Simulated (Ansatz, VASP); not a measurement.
# Rh in VASP and in Ansatz

Contents of INCAR:

```
ALGO = Normal
EDIFF = 1E-6
ENCUT = 520
ISIF = 2
ISMEAR = 0
LASPH = True
LCHARG = True
LELF = True
LREAL = False
LVHAR = True
LWAVE = False
NBANDS = 22
NELM = 80
PREC = Accurate
SIGMA = 0.1
```

Contents of KPOINTS:

```
k-points
0
Gamma
  7 7 4
```

POSCAR

```
Rh
1.0
    2.7309800000      0.0000000000      0.0000000000
   -1.3654900000      2.3651000000      0.0000000000
    0.0000000000      0.0000000000      4.4284900000
Rh
2
Direct
    0.6666666667      0.3333333333      0.7500000000
    0.3333333333      0.6666666667      0.2500000000
```

Input for Ansatz:

```yaml
crystal:
  lattice:
    - [2.73098, 0.0, 0.0]
    - [-1.36549, 2.3651, 0.0]
    - [0.0, 0.0, 4.42849]
  atoms:
    - { symbol: Rh, position: [0.6666666666666666, 0.3333333333333333, 0.75] }
    - { symbol: Rh, position: [0.3333333333333333, 0.6666666666666666, 0.25] }
basis:
  ecutwfc: 470.0
kpoints:
  mp_grid:
    grid: [7, 7, 4]
hamiltonian:
  xc: lda
  pseudopotentials:
    kind: paw
scf:
  occupations:
    method: gaussian
output:
  forces: true
  stress: true
```

This isn't the form of Rh at room conditions, which is fcc.

Alike in both runs: task single point; functional LDA; k mesh 7 × 7 × 4; no spin polarisation.

```csv
,VASP,Ansatz
version,VASP 6.6.1,Ansatz 0.2.0
potentials or method,"VASP PAW LDA potentials, release 64 (Rh_pv)","plane waves, PAW"
plane-wave cutoff (eV),520,470
occupations,"gaussian, width 0.1 eV",gaussian
valence electrons in the cell,30,34
```

Ansatz gave:

```
pressure (GPa)                                  : -20.3
largest component of the traceless stress (GPa) : 1.84
```

Task: What did VASP give for the same quantities?

Result: Pressure (GPa): -19.6; largest component of the traceless stress (GPa): 1.82.

The two sets of potentials don't hold the same shells in valence.

Caveats: the k mesh is coarse (spacing up to 0.38 Å⁻¹), so the values aren't converged; so large a pressure means that the cell lies far from this level's equilibrium, or that cutoff or potentials fall short (VASP).
